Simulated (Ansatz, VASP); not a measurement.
# Ta3S4 in VASP and in Ansatz

INCAR

```
ALGO = Normal
EDIFF = 1E-7
ENCUT = 520
GGA = PE
ISIF = 2
ISMEAR = 0
LASPH = T
LCHARG = T
LELF = T
LREAL = F
LVHAR = T
LWAVE = F
NBANDS = 38
NELM = 100
PREC = Accurate
SIGMA = 0.1
```

Contents of KPOINTS:

```
k-points
0
Gamma
  6 6 4
```

Contents of POSCAR:

```
Ta3S4
1.0
    6.5361404160     -1.7026440865      0.0000000000
    6.5361404160      1.7026440865      0.0000000000
   -2.6360271418      0.0000000000      5.4870481172
Ta S
3 4
Direct
    0.7440000000      0.7440000000      0.6970000000
    0.2560000000      0.2560000000      0.3030000000
    0.0000000000      0.0000000000      0.0000000000
    0.1130000000      0.1130000000      0.4530000000
    0.8870000000      0.8870000000      0.5470000000
    0.6400000000      0.6400000000      0.9720000000
    0.3600000000      0.3600000000      0.0280000000
```

Input for Ansatz:

```yaml
crystal:
  lattice:
    - [6.536140416, -1.7026440865, 0.0]
    - [6.536140416, 1.7026440865, 0.0]
    - [-2.6360271418, 0.0, 5.4870481172]
  atoms:
    - { symbol: Ta, position: [0.744, 0.744, 0.697] }
    - { symbol: Ta, position: [0.256, 0.256, 0.303] }
    - { symbol: Ta, position: [0.0, 0.0, 0.0] }
    - { symbol: S, position: [0.113, 0.113, 0.453] }
    - { symbol: S, position: [0.887, 0.887, 0.547] }
    - { symbol: S, position: [0.64, 0.64, 0.972] }
    - { symbol: S, position: [0.36, 0.36, 0.028] }
basis:
  ecutwfc: 420
kpoints:
  mp_grid: { grid: [6, 6, 4] }
hamiltonian:
  xc: pbe
scf:
  occupations: { method: gaussian, width: 0.1 }
  lower_state_search: "off"
output:
  forces: true
  stress: true
  eigenvalues: true
```

Alike in both runs: task single point; functional PBE; k mesh 6 × 6 × 4; occupations gaussian, width 0.1 eV; no spin polarisation.

```csv
,VASP,Ansatz
version,VASP 6.6.1,Ansatz 0.2.0
potentials or method,"VASP PAW PBE potentials, release 64 (Ta_pv, S)","scalar-relativistic, plane waves, PAW"
plane-wave cutoff (eV),520,420
valence electrons in the cell,57,63
```

```csv
,VASP,Ansatz,Ansatz less VASP
gap on the k mesh at the Fermi level (eV),none,none,-
pressure (GPa),2.9,2.8,-0.08
largest component of the traceless stress (GPa),6.26,6.25,-0.012
rms of the force components (eV/Å),0.509,0.504,-0.0052
```

Atom by atom the forces differ by 0.009 eV/Å (rms over components). A gap of «none» marks a metal or a gap that the smearing closes. With one functional, cell and mesh, what is left measures potentials, basis and numerics. The two sets of potentials don't hold the same shells in valence.

Caveats: forces of over 1 eV/Å show positions far from the minimum, so gaps and moduli don't describe the material at rest. Spin-orbit coupling is left out, which matters for the levels of Ta.
